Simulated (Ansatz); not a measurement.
# Cu: one candidate structure

Aim: relax Cu from this start, Hg type (P6/mmm, No. 191), and see where it ends.

Program: Ansatz 0.2.0. Level of theory: DFT PBE, scalar-relativistic, plane waves, PAW. These are calculated values, not measurements.

3 further runs of the same task are left out: 3 set aside as unsound or not needed.

### Step 1. The system as given

Symmetry: P6/mmm, No. 191, hexagonal system. The conventional cell has a = 3.547 Å, b = 3.547 Å, c = 3.023 Å, α = 90.00°, β = 90.00°, γ = 120.00°. Cu (site symmetry -6m2) has 3 Cu at 2.05 Å as nearest neighbours. Cu (site symmetry 6/mmm) has 12 Cu at 2.55 Å as nearest neighbours.

Coordinates:

```cif
data_structure
_symmetry_space_group_name_H-M 'P6/mmm'
_symmetry_Int_Tables_number 191
_cell_length_a 3.5469
_cell_length_b 3.5469
_cell_length_c 3.0235
_cell_angle_alpha 90.000
_cell_angle_beta 90.000
_cell_angle_gamma 120.000
_cell_volume 32.94
loop_
_atom_site_label
_atom_site_type_symbol
_atom_site_symmetry_multiplicity
_atom_site_Wyckoff_symbol
_atom_site_fract_x
_atom_site_fract_y
_atom_site_fract_z
_atom_site_occupancy
Cu1 Cu 2 d 0.33333 0.66667 0.50000 1
Cu2 Cu 1 a 0.00000 0.00000 0.00000 1
```

(A quick probe on a coarse mesh, which set the mesh and smearing, is not shown.)

### Step 3. Coarse relaxation

The input, input.yaml:

```yaml
crystal:
  lattice:
    - [3.5469184608, 0.0, 0.0]
    - [-1.7734592304, 3.0717214922, 0.0]
    - [0.0, 0.0, 3.0234732012]
  atoms:
    - { symbol: Cu, position: [0.3333333333, 0.6666666667, 0.5] }
    - { symbol: Cu, position: [0.0, 0.0, 0.0] }
    - { symbol: Cu, position: [0.6666666667, 0.3333333333, 0.5] }
basis:
  ecutwfc: 420
kpoints:
  mp_grid: { grid: [6, 6, 6] }
hamiltonian:
  xc: pbe
scf:
  occupations: { method: gaussian, width: 0.1 }
  lower_state_search: "off"
output:
  forces: true
  stress: true
  eigenvalues: true
relax:
  adjacent_minimum: "off"
  f_tol: 0.04
  max_steps: 70
  cell: { stress_tol: 0.4 }
```

Further runs follow: the relaxation.

**Question.** What will these runs give?

The runs gave:

```
       quantity                                                                       value
           cell  a = 4.128 Å, b = 4.128 Å, c = 2.475 Å, α = 90.00°, β = 90.00°, γ = 120.00°
    space group                                                            P6/mmm (No. 191)
         volume                                                               12.18 Å³/atom
gap on the mesh                                                                none (metal)
```

The space group stayed P6/mmm, and from the first guess the volume went from 10.98 to 12.18 Å³/atom.
